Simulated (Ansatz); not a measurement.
# Fe (Im-3m) in Ansatz: a series of runs

Runs on Fe. Level: r2SCAN. Tasks: single point, equation of state.

All numbers are computed with Ansatz 0.2.0; they aren't measurements. Logs are shortened: lines on timing, memory, paths and dates and some standing lists are left out, and cuts for length are marked.

**What was measured.**

From “Pressure Induced Densification and Compression in a Reprocessed Borosilicate Glass”, 2018, pmc:5793612, for a bulk crystal of Fe: bulk modulus 166.4 GPa.

How close the calculation comes is told below.

### Step 1. The crystal as given

The structure is cubic, space group Im-3m (No. 229). The conventional cell has a = 2.886 Å, b = 2.886 Å, c = 2.886 Å, α = 90.00°, β = 90.00°, γ = 90.00°. Around Fe (site symmetry m-3m) lie 8 Fe at 2.50 Å.

### Step 2. Single point, r2SCAN, collinear spin, ferromagnetic start, 11.30 Å³/atom (volume scaled by 0.94)

File input.yaml:

```yaml
crystal:
  lattice:
    - [-1.4135427549, 1.4135427549, 1.4135427549]
    - [1.4135427549, -1.4135427549, 1.4135427549]
    - [1.4135427549, 1.4135427549, -1.4135427549]
  atoms:
    - { symbol: Fe, position: [0.0, 0.0, 0.0], spin: 3.0 }
hamiltonian:
  xc: r2scan
  pseudopotentials: { kind: paw }
magnetization:
  spin_polarized: true
kpoints:
  mp_grid: { grid: [13, 13, 13] }
scf:
  occupations: { method: fermi_dirac, width: 0.05 }
output:
  forces: true
  stress: true
  eigenvalues: true
```

Potentials or basis: Ansatz PAW.

The run is started by

```
> ansatz run input.yaml --threads 2 --pin off --max-ram 5632MiB --backend cpu --events-out ev --progress --plain --runs-dir out
```

The program printed:

```text
Warning: RAYON_NUM_THREADS=2 ignored (pool sized by the plan → 2); use --threads N
Engine: ansatz 0.2.0, x86_64-unknown-linux-gnu
Pseudopotentials: kind: paw
Pseudopotential: Fe, paw, valence charge 16, recommended cutoff 500 eV (meta_gga), Fe.paw.azcp
Functional definition: r2SCAN
  parameter k0 = 0.174
  parameter k1 = 0.065
  parameter a1 = 4.9479
  exchange = r2scan_x(k0 = k0, k1 = k1, a1 = a1)
  correlation = r2scan_c
Crystal: 1 atoms, lattice volume = 11.298 Å³
Basis set: ecut = 500 eV, 321 PW (Γ), exchange–correlation on 72×72×72 points (64 copies of the dense FFT grid, shifted against one another)
Bands: 14, of which v1, the nominal top of the filled ones, is band 8 counted from 1 (7 counted from 0)
Symmetry: 48 space group operations
Space group: Im-3m (ITA 229), of the structure as read, at distance tolerance 2.2e-5 Å
Magnetic group: BNS 229.140 (UNI 1642), of the structure as read, at distance tolerance 2.2e-5 Å
k-points: 84 of 2197
Non-local potential: Fe, projectors of the file, l = 0: 3, l = 1: 2, l = 2: 3, l = 3: 1
PAW form: soft (Blöchl's): semilocal exchange-correlation on the pseudo side does not see the compensation charge
PAW frozen core: Fe, regenerated for the run's functional (the file was generated under x = pbe(κ = 0.804, μ = 0.2195149727645171), c = pbe(β = 0.06672455060314922))
PAW one-centre angular grid: Fe, 590 points (default); XC on 160 Gauss nodes
Initial density: superposition of atomic densities (chi_scale 0.1, normalization cell)
Starting moments: Σ|m| = 3 μB on 1 of 1 site
Initial wavefunctions: pseudopotential atomic-orbital guess
Functional: x = r2scan, c = r2scan; τ floored in thin density (d = 2e-4 eV/Å³)
SCF iter   1: F=—  HF=-4485.572820 eV  |F-HF|=—  |Δ(HF+E_count)|=         —  Δρ=8.53e-2 (↑4.16e-2 ↓8.53e-2)  dr2=1.15e0  dr2_τ=6.15e-3  dr2_m=7.91e-2  M=2.711 μB ∫|m|=2.798 μB  β_m=1.00  ethr=3.10e-3  ⟨swp⟩=4.9  Hψ=11727  notcnv=0
Mixer restart at iter 1: flushing history
preconditioner: auto → none  [metal: Δε(μ)=0.031 eV  Ē_g=15.687 eV  σ=0.050 eV  W_gap=0.15  n_scr=0 (ndim 8)  ℏωp=31.2 eV  f_vac=0.000  D(μ)=0.77/eV (n_scr^D=12)]
SCF iter   2: F=—  HF=-4485.341448 eV  |F-HF|=—  |Δ(HF+E_count)|=   2.31e-1  Δρ=3.00e-2 (↑3.00e-2 ↓1.54e-2)  dr2=1.86e-2  dr2_τ=3.57e-3  dr2_m=4.53e-2  M=2.675 μB ∫|m|=2.905 μB  β_m=1.00  ethr=3.10e-3  ⟨swp⟩=3.2  Hψ=5632  notcnv=0  defer=185  κ⁻¹=1.0e0(r=1)
SCF iter   3: F=—  HF=-4485.538467 eV  |F-HF|=—  |Δ(HF+E_count)|=         —  Δρ=1.02e-2 (↑1.02e-2 ↓6.42e-3)  dr2=6.64e-3  dr2_τ=2.70e-4  dr2_m=2.13e-3  M=2.662 μB ∫|m|=2.928 μB  β_m=1.00  ethr=1.16e-4  ⟨swp⟩=2.9  Hψ=4974  notcnv=0  defer=185
Mixer restart at iter 3: flushing history
SCF iter   4: F=—  HF=-4485.682040 eV  |F-HF|=—  |Δ(HF+E_count)|=   1.44e-1  Δρ=6.16e-3 (↑6.16e-3 ↓5.14e-3)  dr2=4.70e-3  dr2_τ=1.88e-4  dr2_m=1.23e-4  M=2.658 μB ∫|m|=2.939 μB  β_m=1.00  ethr=4.15e-5  ⟨swp⟩=2.6  Hψ=4523  notcnv=0  defer=185  κ⁻¹=1.0e0(r=1)
SCF iter   5: F=—  HF=-4485.810338 eV  |F-HF|=—  |Δ(HF+E_count)|=   1.28e-1  Δρ=4.18e-3 (↑3.38e-3 ↓4.18e-3)  dr2=2.97e-3  dr2_τ=8.88e-5  dr2_m=5.55e-5  M=2.650 μB ∫|m|=2.943 μB  β_m=1.00  ethr=2.94e-5  ⟨swp⟩=2.4  Hψ=4781  notcnv=0  defer=184  κ⁻¹=5.4e-2(r=2)
SCF iter   6: F=—  HF=-4485.886184 eV  |F-HF|=—  |Δ(HF+E_count)|=   7.58e-2  Δρ=1.79e-3 (↑1.79e-3 ↓1.29e-3)  dr2=5.93e-4  dr2_τ=9.66e-6  dr2_m=6.29e-5  M=2.640 μB ∫|m|=2.941 μB  β_m=1.00  ethr=1.85e-5  ⟨swp⟩=2.6  Hψ=4877  notcnv=0  defer=182  κ⁻¹=1.5e-2(r=3)
SCF iter   7: F=—  HF=-4485.887587 eV  |F-HF|=—  |Δ(HF+E_count)|=   1.40e-3  Δρ=9.59e-4 (↑6.83e-4 ↓9.59e-4)  dr2=1.47e-4  dr2_τ=1.86e-6  dr2_m=2.23e-5  M=2.638 μB ∫|m|=2.940 μB  β_m=1.00  ethr=3.71e-6  ⟨swp⟩=2.0  Hψ=3440  notcnv=0  defer=179  κ⁻¹=1.3e-2(r=4)
SCF iter   8: F=—  HF=-4485.887474 eV  |F-HF|=—  |Δ(HF+E_count)|=   1.13e-4  Δρ=1.44e-4 (↑1.44e-4 ↓1.04e-4)  dr2=1.49e-6  dr2_τ=8.69e-8  dr2_m=8.71e-7  M=2.638 μB ∫|m|=2.938 μB  β_m=1.00  ethr=9.16e-7  ⟨swp⟩=2.0  Hψ=4087  notcnv=0  defer=179  κ⁻¹=1.2e-3(r=5)
SCF iter   9: F=—  HF=-4485.887521 eV  |F-HF|=—  |Δ(HF+E_count)|=   4.73e-5  Δρ=8.56e-5 (↑8.56e-5 ↓3.13e-5)  dr2=3.79e-7  dr2_τ=1.03e-8  dr2_m=1.95e-7  M=2.637 μB ∫|m|=2.939 μB  β_m=1.00  ethr=9.28e-9  ⟨swp⟩=2.0  Hψ=3639  notcnv=0  defer=179  κ⁻¹=4.4e-5(r=6)
SCF iter  10: F=—  HF=-4485.887518 eV  |F-HF|=—  |Δ(HF+E_count)|=   3.43e-6  Δρ=4.05e-5 (↑4.05e-5 ↓3.14e-5)  dr2=7.89e-8  dr2_τ=4.71e-9  dr2_m=2.53e-8  M=2.637 μB ∫|m|=2.939 μB  β_m=1.00  ethr=2.37e-9  ⟨swp⟩=2.1  Hψ=3564  notcnv=0  defer=179  κ⁻¹=5.4e-6(r=7)
SCF iter  11: F=—  HF=-4485.887526 eV  |F-HF|=—  |Δ(HF+E_count)|=   8.12e-6  Δρ=2.43e-5 (↑2.43e-5 ↓1.78e-5)  dr2=9.50e-9  dr2_τ=7.83e-10  dr2_m=3.52e-8  M=2.637 μB ∫|m|=2.938 μB  β_m=1.00  ethr=4.93e-10  ⟨swp⟩=2.1  Hψ=3749  notcnv=0  defer=179  κ⁻¹=9.6e-7(r=8)
SCF iter  12: F=—  HF=-4485.887527 eV  |F-HF|=—  |Δ(HF+E_count)|=   1.02e-6  Δρ=5.70e-6 (↑5.70e-6 ↓4.18e-6)  dr2=6.39e-10  dr2_τ=7.13e-11  dr2_m=1.96e-9  M=2.637 μB ∫|m|=2.938 μB  β_m=1.00  ethr=5.94e-11  ⟨swp⟩=2.4  Hψ=3906  notcnv=0  defer=179  κ⁻¹=2.4e-7(r=8)
SCF iter  13: F=-4485.887527 eV  HF=-4485.887527 eV  |F-HF|=3.67e-10  |Δ(HF+E_count)|=   6.33e-8  Δρ=6.94e-6 (↑6.94e-6 ↓3.88e-6)  dr2=8.46e-9  dr2_τ=1.70e-11  dr2_m=2.45e-10  M=2.637 μB ∫|m|=2.938 μB  ethr=3.99e-12  ⟨swp⟩=5.0  Hψ=9226  notcnv=0
SCF 1 converged in 13 iterations: F = -4485.887527 eV  dr2 = 8.46e-9
this state was not tested for a lower state beside it, because the mixer in use, unlike msr1, does not test its closes by its own steps (another_mixer; see scf.mixing.algorithm and scf.lower_state_search)
SCF converged after 13 iterations
Magnetization: 2.6372 μB (9.3186 up, 6.6814 down)
Absolute magnetization: 2.9390 μB (∫|ρ↑−ρ↓|, with the PAW one-centre terms)
Spin contamination: 0.1134 ħ² per cell (⟨S²⟩ above its minimum at these occupations)
Per-site moments (μB) at R_I (Å): [(2.779152162377141, 1.0099352464400433)]
Free energy (F): -4485.887527 eV
Harris-Foulkes:  -4485.887527 eV  (|F-HF|=3.67e-10)
Internal energy: -4485.882251 eV  (E = F + TS)
E sigma→0 (E₀):  -4485.884889 eV
Entropy (-TS):   -0.005276 eV (-5.276 meV/atom)
Fermi energy:    18.554229 eV
--- Per-component energies (eV) ---
  E_band       = -231.180565
  E_kinetic    = 349.878963
  E_local      = -2060.482946  (includes V_loc(G=0)·N_el)
  E_nonlocal   = 223.023454
  E_hartree    = 867.224828
  E_xc         = -113.326803
  E_vxc        = -168.227686  (∫ρ·V_xc dr)
  E_paw        = -1379.265662  (= ΣΔE_a)
  E_vpaw       = -321.915504  (= ΣTr[D̂ρ^β])
  E_aug_tail   = 0.000266  (compensation charges beyond the density's cutoff)
  E_vtau       = 12.098650  (kinetic-family band-sum trace: ∫τ·v_τ [+ j·A + Jᵃ·Aᵃ] dr)
  E_ewald      = -2372.644876
  E_core_change = -0.289475  (= ΣΔE_core)
  E_smearing   = -0.005276  (= −TS)
  E_closure    = 0.000000  (closes the sum)
  Σ components = -4485.887527   (vs F -4485.887527, Δ=0.00e0)
--- Forces (eV/Å), atoms counted from 1 ---
  atom   1  Fe    -0.00000000    -0.00000000    -0.00000000
  max |Σ_I F_I| component: 2.10e-31 eV/Å
--- Stress (GPa, compression-positive) ---
        9.090370       0.000000      -0.000000
       -0.000000       9.090370       0.000000
       -0.000000      -0.000000       9.090370
  P = ⅓ Tr σ = 9.0904 GPa (90.904 kbar)
--- Band table (eV; the first three rows and the last of 168) ---
  k-point 0 ↑: bands = ["-73.5159", "-37.9562", "-37.9562", "-37.9562", "9.8146", "15.5220", "15.5220", "15.5220", "16.8191", "16.8191", "43.9184", "43.9184", "43.9184", "49.5981"]
  k-point 1 ↑: bands = ["-73.5114", "-37.9807", "-37.9643", "-37.9561", "10.0689", "15.4567", "15.5191", "15.6555", "16.7554", "16.8244", "42.4812", "43.5919", "43.7828", "48.7213"]
  k-point 2 ↑: bands = ["-73.4987", "-38.0482", "-37.9869", "-37.9560", "10.7956", "15.2786", "15.4868", "16.0363", "16.6418", "16.8417", "39.3654", "42.3996", "43.4787", "46.4602"]
  k-point 83 ↓: bands = ["-69.0767", "-34.0284", "-34.0230", "-34.0230", "15.7273", "15.7671", "21.6978", "21.6978", "21.8217", "28.4454", "29.4588", "29.4588", "36.0032", "36.5048"]
```

Run time: 8.4 s. Hardware: 2 threads of Intel Xeon at 2.50GHz (Skylake/Cascade Lake), shared host; peak memory 0.35 GiB.

What came out:

- Free energy: -4485.8875 eV
- Pressure: 9.1 GPa
- Band gap on the k mesh: none (metal or under the smearing width)
- Net moment: 2.64 μB per cell
- Absolute moment: 2.94 μB per cell
- Site moments: Fe +2.78 μB

Caveat: the magnetic or orbital state may not be the lowest; the PAW data sets come from PBE, with cores solved anew for the run's functional, which leaves a small shift of forces and pressure.

### Step 3. Single point, r2SCAN, collinear spin, ferromagnetic start, 11.54 Å³/atom (volume scaled by 0.96)

File input.yaml:

```yaml
crystal:
  lattice:
    - [-1.4234976093, 1.4234976093, 1.4234976093]
    - [1.4234976093, -1.4234976093, 1.4234976093]
    - [1.4234976093, 1.4234976093, -1.4234976093]
  atoms:
    - { symbol: Fe, position: [0.0, 0.0, 0.0], spin: 3.0 }
hamiltonian:
  xc: r2scan
  pseudopotentials: { kind: paw }
magnetization:
  spin_polarized: true
kpoints:
  mp_grid: { grid: [13, 13, 13] }
scf:
  occupations: { method: fermi_dirac, width: 0.05 }
output:
  forces: true
  stress: true
  eigenvalues: true
  write_density: true
  write_potential: true
  elf: true
  volumetric_format: npy
```

Potentials or basis: Ansatz PAW.

The run is started by

```
> ansatz run input.yaml --threads 2 --pin off --max-ram 5632MiB --backend cpu --events-out ev --progress --plain --runs-dir out
```

Wall time 8.7 s (2 threads of Intel Xeon at 2.50GHz (Skylake/Cascade Lake), shared host); peak memory 0.35 GiB.

It converged, with:

- Free energy: -4485.8975 eV
- Pressure: 4.3 GPa
- Band gap on the k mesh: none (metal or under the smearing width)
- Net moment: 2.65 μB per cell
- Absolute moment: 2.96 μB per cell
- Site moments: Fe +2.79 μB

Caveat: the magnetic or orbital state may not be the lowest; the PAW data sets come from PBE, with cores solved anew for the run's functional, which leaves a small shift of forces and pressure.

### Step 4. Single point, r2SCAN, collinear spin, ferromagnetic start, 11.78 Å³/atom (volume scaled by 0.98)

File input.yaml:

```yaml
crystal:
  lattice:
    - [-1.4333151444, 1.4333151444, 1.4333151444]
    - [1.4333151444, -1.4333151444, 1.4333151444]
    - [1.4333151444, 1.4333151444, -1.4333151444]
  atoms:
    - { symbol: Fe, position: [0.0, 0.0, 0.0], spin: 3.0 }
hamiltonian:
  xc: r2scan
  pseudopotentials: { kind: paw }
magnetization:
  spin_polarized: true
kpoints:
  mp_grid: { grid: [13, 13, 13] }
scf:
  occupations: { method: fermi_dirac, width: 0.05 }
output:
  forces: true
  stress: true
  eigenvalues: true
```

The run is started by

```
> ansatz run input.yaml --threads 2 --pin off --max-ram 5632MiB --backend cpu --events-out ev --progress --plain --runs-dir out
```

Run time: 7.8 s. Hardware: 2 threads of Intel Xeon at 2.50GHz (Skylake/Cascade Lake), shared host; peak memory 0.36 GiB.

Results (log left out):

```
Free energy            : -4485.9006 eV
Pressure               : -0.1 GPa
Band gap on the k mesh : none (metal or under the smearing width)
Net moment             : 2.65 μB per cell
Absolute moment        : 2.98 μB per cell
Site moments           : Fe +2.80 μB
```

Caveat: the magnetic or orbital state may not be the lowest; the PAW data sets come from PBE, with cores solved anew for the run's functional, which leaves a small shift of forces and pressure.

### Step 5. Single point, r2SCAN, collinear spin, ferromagnetic start, 12.02 Å³/atom

Edit input.yaml of step 4 so:

```diff
@@ -2,5 +2,5 @@
   lattice:
-    - [-1.4333151444, 1.4333151444, 1.4333151444]
-    - [1.4333151444, -1.4333151444, 1.4333151444]
-    - [1.4333151444, 1.4333151444, -1.4333151444]
+    - [-1.443, 1.443, 1.443]
+    - [1.443, -1.443, 1.443]
+    - [1.443, 1.443, -1.443]
   atoms:
```

The run is started by

```
> ansatz run input.yaml --threads 2 --pin off --max-ram 5632MiB --backend cpu --events-out ev --progress --plain --runs-dir out
```

It took 8.2 s on 2 threads of Intel Xeon at 2.50GHz (Skylake/Cascade Lake), shared host; peak memory 0.36 GiB.

It converged, with:

```
Free energy            : -4485.8974 eV
Pressure               : -4.0 GPa
Band gap on the k mesh : none (metal or under the smearing width)
Net moment             : 2.65 μB per cell
Absolute moment        : 3.00 μB per cell
Site moments           : Fe +2.82 μB
```

Caveat: the magnetic or orbital state may not be the lowest; the PAW data sets come from PBE, with cores solved anew for the run's functional, which leaves a small shift of forces and pressure.

### Step 6. Single point, r2SCAN, collinear spin, ferromagnetic start, 12.26 Å³/atom (volume scaled by 1.02)

Edit input.yaml of step 5 so:

```diff
@@ -2,5 +2,5 @@
   lattice:
-    - [-1.443, 1.443, 1.443]
-    - [1.443, -1.443, 1.443]
-    - [1.443, 1.443, -1.443]
+    - [-1.4525565699, 1.4525565699, 1.4525565699]
+    - [1.4525565699, -1.4525565699, 1.4525565699]
+    - [1.4525565699, 1.4525565699, -1.4525565699]
   atoms:
```

Potentials or basis: Ansatz PAW.

The run is started by

```
> ansatz run input.yaml --threads 2 --pin off --max-ram 5632MiB --backend cpu --events-out ev --progress --plain --runs-dir out
```

It took 8.5 s on 2 threads of Intel Xeon at 2.50GHz (Skylake/Cascade Lake), shared host; peak memory 0.36 GiB.

Results (log left out):

* Free energy: -4485.8888 eV
* Pressure: -7.3 GPa
* Band gap on the k mesh: none (metal or under the smearing width)
* Net moment: 2.66 μB per cell
* Absolute moment: 3.02 μB per cell
* Site moments: Fe +2.83 μB

Caveat: the magnetic or orbital state may not be the lowest; the PAW data sets come from PBE, with cores solved anew for the run's functional, which leaves a small shift of forces and pressure.

### Step 7. Single point, r2SCAN, collinear spin, ferromagnetic start, 12.50 Å³/atom (volume scaled by 1.04)

Edit input.yaml of step 6 so:

```diff
@@ -2,5 +2,5 @@
   lattice:
-    - [-1.4525565699, 1.4525565699, 1.4525565699]
-    - [1.4525565699, -1.4525565699, 1.4525565699]
-    - [1.4525565699, 1.4525565699, -1.4525565699]
+    - [-1.4619890197, 1.4619890197, 1.4619890197]
+    - [1.4619890197, -1.4619890197, 1.4619890197]
+    - [1.4619890197, 1.4619890197, -1.4619890197]
   atoms:
```

The run is started by

```
> ansatz run input.yaml --threads 2 --pin off --max-ram 5632MiB --backend cpu --events-out ev --progress --plain --runs-dir out
```

Run time: 8.6 s. Hardware: 2 threads of Intel Xeon at 2.50GHz (Skylake/Cascade Lake), shared host; peak memory 0.36 GiB.

It converged, with:

- Free energy: -4485.8755 eV
- Pressure: -10.3 GPa
- Band gap on the k mesh: none (metal or under the smearing width)
- Net moment: 2.67 μB per cell
- Absolute moment: 3.04 μB per cell
- Site moments: Fe +2.84 μB

Caveat: the magnetic or orbital state may not be the lowest; the PAW data sets come from PBE, with cores solved anew for the run's functional, which leaves a small shift of forces and pressure.

### Step 8. Single point, r2SCAN, collinear spin, ferromagnetic start, 12.74 Å³/atom (volume scaled by 1.06)

Edit input.yaml of step 7 so:

```diff
@@ -2,5 +2,5 @@
   lattice:
-    - [-1.4619890197, 1.4619890197, 1.4619890197]
-    - [1.4619890197, -1.4619890197, 1.4619890197]
-    - [1.4619890197, 1.4619890197, -1.4619890197]
+    - [-1.4713013028, 1.4713013028, 1.4713013028]
+    - [1.4713013028, -1.4713013028, 1.4713013028]
+    - [1.4713013028, 1.4713013028, -1.4713013028]
   atoms:
```

The run is started by

```
> ansatz run input.yaml --threads 2 --pin off --max-ram 5632MiB --backend cpu --events-out ev --progress --plain --runs-dir out
```

Wall time 8.3 s (2 threads of Intel Xeon at 2.50GHz (Skylake/Cascade Lake), shared host); peak memory 0.37 GiB.

It converged, with:

```
Free energy            : -4485.8579 eV
Pressure               : -13.1 GPa
Band gap on the k mesh : none (metal or under the smearing width)
Net moment             : 2.67 μB per cell
Absolute moment        : 3.06 μB per cell
Site moments           : Fe +2.86 μB
```

Caveat: the magnetic or orbital state may not be the lowest; the PAW data sets come from PBE, with cores solved anew for the run's functional, which leaves a small shift of forces and pressure.

### Step 9. Equation of state, r2SCAN, collinear spin, ferromagnetic start

Potentials or basis: Ansatz PAW.

No new run: the results of the series are fitted here.

What came out:

| Item | Value |
| --- | --- |
| Equilibrium volume | 11.77 Å³/atom |
| Bulk modulus | 202 GPa |
| Pressure derivative of the bulk modulus | 5.2 |

Energy against volume, from the lowest point:
```csv
volume (Å³/atom),energy (meV/atom)
11.298,13.09
11.538,3.07
11.778,0.00
12.019,3.19
12.259,11.78
12.499,25.08
12.740,42.69
```

Caveat: the magnetic or orbital state may not be the lowest; the PAW data sets were made with another functional, which shifts forces and pressure a little.

### Step 10. Against experiment

Step 9. Measured bulk modulus of Fe: 166.4 GPa (quoted in “Pressure Induced Densification and Compression in a Reprocessed Borosilicate Glass”, 2018, pmc:5793612). This calculation gives 202 GPa (+21.4 %). The fit is for a static lattice scaled at fixed shape and fixed fractional positions.
